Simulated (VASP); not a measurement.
# Mg: intraband terms of a metal's spectrum

Mg, R-3m (no. 166), 3 atoms in the cell. PBE, independent-particle dielectric function; PAW potentials Mg (PBE set).

## Input

INCAR.step1:
```
SYSTEM = Mg
PREC     = Accurate       ! precision mode
ENCUT    = 230            ! plane-wave cutoff, eV
ISMEAR   = 1              ! smearing method
SIGMA    = 0.1            ! smearing width, eV
EDIFF    = 1E-7           ! SCF threshold, eV
LASPH    = .TRUE.         ! aspherical terms in the spheres
KPAR     = 4            
LWAVE    = .FALSE.        ! write WAVECAR
LCHARG   = .TRUE.         ! write CHGCAR
LMAXMIX  = 4              ! l up to which the mixer works
```

INCAR.step2:
```
SYSTEM = Mg
PREC     = Accurate       ! precision mode
ENCUT    = 230            ! plane-wave cutoff, eV
ISMEAR   = 0              ! smearing method
SIGMA    = 0.3            ! smearing width, eV
EDIFF    = 1E-6           ! SCF threshold, eV
LASPH    = .TRUE.         ! aspherical terms in the spheres
KPAR     = 4            
LWAVE    = .TRUE.         ! write WAVECAR
LCHARG   = .FALSE.        ! write CHGCAR
LMAXMIX  = 4              ! l up to which the mixer works
ICHARG   = 11             ! starting density
NBANDS   = 25             ! bands
NEDOS    = 3000           ! points of the DOS
OMEGAMAX = 30           
CSHIFT   = 0.1           
```

INCAR.step3, as INCAR.step2 but for:
```
- LWAVE = .TRUE.
+ LWAVE = .FALSE.
+ LOPTICS = .TRUE.
+ ALGO = None
+ NELM = 1
+ ISTART = 1
```

INCAR.step4, as INCAR.step3 but for:
```
+ WPLASMAI = 0.03
```

INCAR.step5 to INCAR.step6 change the same tag again: WPLASMAI = 0.1, 0.3.

INCAR.step7, as INCAR.step6 but for:
```
- WPLASMAI = 0.3
+ RTIME = 1
```

INCAR.step8, as INCAR.step7 but for:
```
- RTIME = 1
+ RTIME = 40
```

INCAR.step9, as INCAR.step8 but for:
```
- RTIME = 40
+ LNABLA = .TRUE.
```

INCAR.step10, as INCAR.step9 but for:
```
- ISMEAR = 0
- LNABLA = .TRUE.
+ ISMEAR = -5
```

KPOINTS.step1:
```
k-points
0
Gamma
  10 10 10
```

KPOINTS.step2:
```
k-points
0
Gamma
  8 8 8
```

POSCAR:
```
Mg
1.0
    1.5926943142      0.9195424911      7.6998773267
   -1.5926943142      0.9195424911      7.6998773267
    0.0000000000     -1.8390849821      7.6998773267
Mg
3
Direct
    0.7780644100      0.7780644100      0.7780644100
    0.2219355900      0.2219355900      0.2219355900
    0.0000000000      0.0000000000      0.0000000000
```

Commands (each step's output is kept before the next begins):
```
cat potpaw_PBE.64/Mg/POTCAR > POTCAR
cp INCAR.step1 INCAR
cp KPOINTS.step1 KPOINTS
mpirun -np 4 vasp_std > vasp.out
cp INCAR.step2 INCAR
cp KPOINTS.step2 KPOINTS
mpirun -np 4 vasp_std > vasp.out
cp INCAR.step3 INCAR
mpirun -np 4 vasp_std > vasp.out
cp INCAR.step4 INCAR
mpirun -np 4 vasp_std > vasp.out
cp INCAR.step5 INCAR
mpirun -np 4 vasp_std > vasp.out
cp INCAR.step6 INCAR
mpirun -np 4 vasp_std > vasp.out
cp INCAR.step7 INCAR
mpirun -np 4 vasp_std > vasp.out
cp INCAR.step8 INCAR
mpirun -np 4 vasp_std > vasp.out
cp INCAR.step9 INCAR
mpirun -np 4 vasp_std > vasp.out
cp INCAR.step10 INCAR
mpirun -np 4 vasp_std > vasp.out
```

## Result

- Bands: 25

One ground state, settings moved in the last step alone:

| Settings | Plasma frequency (eV) | Im ε at 0.5 eV | Im ε at 1 eV | Im ε at 2 eV | Im ε at 4 eV | Time (s) |
|---|---|---|---|---|---|---|
| interband part alone | 7.02 | 55.0 | 58.8 | 5.6 | 0.6 | 7 |
| Drude term, WPLASMAI 0.03 | 7.02 | 66.8 | 60.3 | 5.8 | 0.6 | 8 |
| Drude term, WPLASMAI 0.1 | 7.02 | 93.0 | 63.7 | 6.2 | 0.7 | 8 |
| Drude term, WPLASMAI 0.3 | 7.02 | 142.1 | 72.4 | 7.4 | 0.8 | 7 |
| relaxation time RTIME 1 fs | 7.02 | 150.1 | 81.5 | 9.3 | 1.1 | 7 |
| relaxation time RTIME 40 fs | 7.02 | 61.5 | 59.6 | 5.7 | 0.6 | 7 |
| transversal form (LNABLA) | 7.01 | 54.8 | 58.7 | 5.6 | 0.6 | 7 |
| tetrahedron method | – | – | – | – | – | no result |

VASP 6.6.1 took 102 s on 4 cores (Intel Xeon Platinum 8375C @ 2.90GHz (Ice Lake)), a shared host.
